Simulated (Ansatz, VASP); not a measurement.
W: VASP beside Ansatz

File INCAR:

```
PREC = Accurate
ENCUT = 520
EDIFF = 1E-8
ISMEAR = -1
SIGMA = 0.05
LREAL = False
LASPH = True
NELM = 80
ALGO = Normal
ISIF = 2
LWAVE = False
LCHARG = False
GGA = PE
LEFG = True
NBANDS = 13
```

The input KPOINTS:

```
Automatic mesh
0
Gamma
  14 14 14
```

Contents of POSCAR:

```
W
1.0
    0.0406000000      2.0503000000      2.0503000000
    2.0503000000      0.0406000000      2.0503000000
    2.0503000000      2.0503000000      0.0406000000
W
1
Direct
    0.0000000000      0.0000000000      0.0000000000
```

Input for Ansatz:

```yaml
crystal:
  lattice:
    - [0.0406, 2.0503, 2.0503]
    - [2.0503, 0.0406, 2.0503]
    - [2.0503, 2.0503, 0.0406]
  atoms:
    - { symbol: W, position: [0.0, 0.0, 0.0] }
kpoints:
  mp_grid: { grid: [14, 14, 14] }
scf:
  occupations: { method: fermi_dirac, width: 0.05 }
hamiltonian:
  xc: pbe
  pseudopotentials: { kind: paw }
output:
  forces: true
  stress: true
  eigenvalues: true
  efg: { contact_densities: true }
```

Change from the starting cell: equal xy, yz and zx shear strains of +2 %, PAW files.

Alike in both runs: task electric field gradients; functional PBE; k mesh 14 × 14 × 14; occupations fermi-dirac, width 0.05 eV; no spin polarisation.

|  | VASP | Ansatz |
| --- | --- | --- |
| version | VASP 6.6.1 | Ansatz 0.2.0 |
| potentials or method | VASP PAW PBE potentials, release 64 (W_sv) | PAW with Ansatz's default frozen-core files, scalar-relativistic |
| plane-wave cutoff (eV) | 520 | 420 |
| valence electrons in the cell | 14 | 14 |

Ansatz gave:

| Quantity | Value |
| --- | --- |
| pressure (GPa) | -4.3 |
| largest component of the traceless stress (GPa) | 1.56 |
| Vzz of the field gradient on the site that differs most (V/Å²) | 21.3 |

Problem. Estimate VASP's values.

Solution. Pressure (GPa): -3.9; largest component of the traceless stress (GPa): 1.57; Vzz of the field gradient on the site that differs most (V/Å²): 14.3.

Ansatz warned: «gradients_without_spin_orbit».

The runs have no spin-orbit coupling, so splittings on W are missing.
